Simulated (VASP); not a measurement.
Here is a VASP 6.6.1 calculation.

File INCAR:

```
  PREC = Accurate
  ENCUT = 520
  EDIFF = 1E-6
  ISMEAR = 1
  SIGMA = 0.02
  LREAL = F
  LASPH = T
  NELM = 100
  ALGO = Normal
  ISIF = 2
  LWAVE = F
  LCHARG = F
  GGA = PE
  NBANDS = 22
```

File KPOINTS:

```
Automatic mesh
0
Gamma
  3 3 3
```

The input POSCAR:

```
InSb3
1.0
    5.7642296235      0.0000000000      0.0000000000
    0.0000000000      5.7642296235      0.0000000000
    0.0000000000      0.0000000000      5.7642296235
In Sb
1 3
Direct
    0.0000000000      0.0000000000      0.0000000000
    0.5000000000      0.0000000000      0.0000000000
    0.0000000000      0.0000000000      0.5000000000
    0.0000000000      0.5000000000      0.0000000000
```

Potentials or basis: VASP PAW PBE potentials, release 64 (In_d, Sb).

The run is started by

```console
$ cat potpaw_PBE.64/In_d/POTCAR potpaw_PBE.64/Sb/POTCAR > POTCAR
$ mpirun -np 1 vasp_std > vasp.out
```

Task: Estimate the pressure.

Result: 0.0 GPa.

Task: Estimate the band gap on the k mesh.

Result: None (metal or under the smearing width).

Caveat: the k mesh is coarse (spacing up to 0.36 Å⁻¹), so the values aren't converged. Spin-orbit coupling is left out, which matters for the levels of Sb.
